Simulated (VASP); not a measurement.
Wanted: the native input for a VASP 6.6.1 run.

- Task: relaxation of cell and atoms
- Functional: PBEsol
- Potentials or basis: VASP PAW PBE potentials, release 64 (In_d, Sb)
- Cutoff: 300 eV
- k mesh: 14 × 14 × 14
- Occupations: gaussian, width 0.1 eV
- Spin: no spin polarisation
- Further INCAR settings: ALGO = Normal; EDIFF = 1e-07; IBRION = 2; EDIFFG = -0.005; NSW = 90; ISIF = 3

The structure of InSb lies in POSCAR:

```
InSb
1.0
   -2.9447400000      2.9447400000      1.6363770000
    2.9447400000     -2.9447400000      1.6363770000
    2.9447400000      2.9447400000     -1.6363770000
In Sb
1 1
Direct
    0.7500000000      0.2500000000      0.5000000000
    0.0000000000      0.0000000000      0.0000000000
```

Measurements of this composition are mostly on another form, of space group No. 216.

These files were run (other wordings do the same):

INCAR

```
SYSTEM = InSb
ALGO = Normal
EDIFF = 1E-7
EDIFFG = -0.005
ENCUT = 300
GGA = PS
IBRION = 2
ISIF = 3
ISMEAR = 0
LASPH = .TRUE.
LCHARG = .FALSE.
LREAL = .FALSE.
LWAVE = .FALSE.
NELM = 80
NSW = 90
PREC = Accurate
SIGMA = 0.1
```

KPOINTS

```
k-points
0
G
  14 14 14
  0 0 0
```

Potentials or basis: VASP PAW PBE potentials, release 64 (In_d, Sb).

Run with:

```console
$ cat potpaw_PBE.64/In_d/POTCAR potpaw_PBE.64/Sb/POTCAR > POTCAR
$ mpirun -np 1 vasp_std > vasp.out
```

It gave:

```yaml
Relaxed_volume: 26.59 Å³/atom
Relaxed_cell: a = 4.394 Å, b = 4.394 Å, c = 4.394 Å, α = 97.45°, β = 97.45°, γ = 137.80°
Space_group_after_relaxing_to_0.05_Å: I-4m2 (No. 119)
Energy_gained_by_relaxing: 19.4 meV/atom
Ionic_steps: 7
Pressure_after_relaxing: 0.0 GPa
Band_gap_on_the_k_mesh: none (metal or under the smearing width)
```

Caveat: the PAW data sets were made with another functional, which shifts forces and pressure a little.

It took 2.6 min on 1 thread of Intel(R) Xeon(R) 6975P-C (Granite Rapids), on a shared host, peak memory 0.24 GiB.
